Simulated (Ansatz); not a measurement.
Wanted: the native input for an Ansatz 0.2.0 run.

```
Task                : elastic constants
Functional          : LDA
Potentials or basis : Ansatz PAW
Cutoff              : 420 eV (not typed: the program's choice for these potentials)
k mesh              : 7 × 7 × 7
Occupations         : fixed
Spin                : no spin polarisation
Atoms under strain  : relaxed
```

The system is SrO.

```
Sr O
1.0
     0.00000    2.56630    2.56630
     2.56630    0.00000    2.56630
     2.56630    2.56630    0.00000
Sr O
1 1
Direct
  0.50000 0.50000 0.50000
  0.00000 0.00000 0.00000
```

One way to write it, as run:

input.yaml

```yaml
crystal:
  lattice:
    - [0.0, 2.5663, 2.5663]
    - [2.5663, 0.0, 2.5663]
    - [2.5663, 2.5663, 0.0]
  atoms:
    - { symbol: Sr, position: [0.5, 0.5, 0.5] }
    - { symbol: O, position: [0.0, 0.0, 0.0] }
hamiltonian:
  xc: lda
  pseudopotentials: { kind: paw }
kpoints:
  mp_grid: { grid: [7, 7, 7] }
scf:
  occupations: { method: fixed }
output:
  forces: true
  stress: true
elastic:
  mode: relaxed_ion
  stencil: two_point
```

Potentials or basis: Ansatz PAW.

Command:

```console
$ ansatz run input.yaml --threads 2 --pin off --max-ram 5632MiB --backend cpu --events-out ev --progress --plain --runs-dir out
```

It gave:

| Property | Result |
| --- | --- |
| Pressure | -3.8 GPa |
| Band gap on the k mesh | 3.25 eV, indirect (least direct gap 3.33 eV) |
| Elastic constants C11, C12, C44 | 169, 45, 56 GPa |
| Voigt bulk modulus | 86 GPa |

Caveat: the cell is more than 3 GPa from zero pressure, which shifts response properties; odd divisions of the mesh miss points on the zone boundary, where band edges often lie, so the gap on the mesh can be too wide; the pressure holds a Pulay correction of +0.5 GPa for the finite cutoff; the PAW data sets come from PBE, with cores solved anew for the run's functional, which leaves a small shift of forces and pressure.

Run time: 2.9 s on 2 threads of Intel(R) Xeon(R) Platinum 8259CL CPU @ 2.50GHz (Skylake/Cascade Lake) (shared host), peak memory 0.44 GiB.
